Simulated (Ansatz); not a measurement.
**Na: response to strain**

Na is deformed so: z strained by +4 % at fixed volume. What stress and forces result, by LAPW, PAW and all-electron datasets made for the crystal?

Method: DFT PBE, scalar-relativistic, in Ansatz 0.2.0.

## (1) The system as given

It takes space group Im-3m (No. 229, cubic). Conventional cell: a = 4.235 Å, b = 4.235 Å, c = 4.235 Å, α = 90.00°, β = 90.00°, γ = 90.00°. Na (site symmetry m-3m) has 8 Na at 3.67 Å as nearest neighbours.

As a file:

```cif
data_structure
_symmetry_space_group_name_H-M 'P 1'
_symmetry_Int_Tables_number 1
_cell_length_a 3.6676
_cell_length_b 3.6676
_cell_length_c 3.6676
_cell_angle_alpha 109.471
_cell_angle_beta 109.471
_cell_angle_gamma 109.471
_cell_volume 37.98
loop_
_atom_site_label
_atom_site_type_symbol
_atom_site_fract_x
_atom_site_fract_y
_atom_site_fract_z
_atom_site_occupancy
Na1 Na 0.00000 0.00000 0.00000 1
```

## (2) The deformed structure

Space group Im-3m before, I4/mmm after.

## (3) LAPW, all electrons

The input, input.yaml:

```yaml
crystal:
  lattice:
    - [-2.0763795808, 2.0763795808, 2.2022]
    - [2.0763795808, -2.0763795808, 2.2022]
    - [2.0763795808, 2.0763795808, -2.2022]
  atoms:
    - { symbol: Na, position: [0.0, 0.0, 0.0] }
kpoints:
  mp_grid: { grid: [12, 12, 12] }
scf:
  occupations: { method: fermi_dirac, width: 0.05 }
hamiltonian:
  xc: pbe
  pseudopotentials: { kind: all_electron, lapw: { basis_error: 0.00025 } }
output:
  forces: true
  stress: true
  eigenvalues: true
```

## (4) Frozen-core PAW

Changes to input.yaml since step 3:

```diff
@@ -13,3 +13,3 @@
   xc: pbe
-  pseudopotentials: { kind: all_electron, lapw: { basis_error: 0.00025 } }
+  pseudopotentials: { kind: paw }
 output:
@@ -18 +18,2 @@
   eigenvalues: true
+  efg: { contact_densities: true }
```

## (5) All-electron PAW on datasets made for the crystal

Changes to input.yaml since step 4:

```diff
@@ -13,3 +13,3 @@
   xc: pbe
-  pseudopotentials: { kind: paw }
+  pseudopotentials: { kind: all_electron, datasets: crystal }
 output:
```

(Steps that only read results are left out.)

**Question.** What will these runs give? Wanted: pressure; largest shear or deviatoric stress.

The runs gave:

```
                                 quantity                                              value
                                 pressure  LAPW -0.18, PAW -0.19, crystal datasets -0.18 GPa
largest shear or deviatoric stress (LAPW)                                           0.04 GPa
```

In words: The largest part of the stress beyond the pressure is 0.04 GPa in size, in the zz component. No run of the undeformed cell stands beside it, so the pressure holds what the given cell had before the change. PAW: stress within 0.01 GPa of LAPW. Crystal datasets: stress within 0.01 GPa of LAPW.
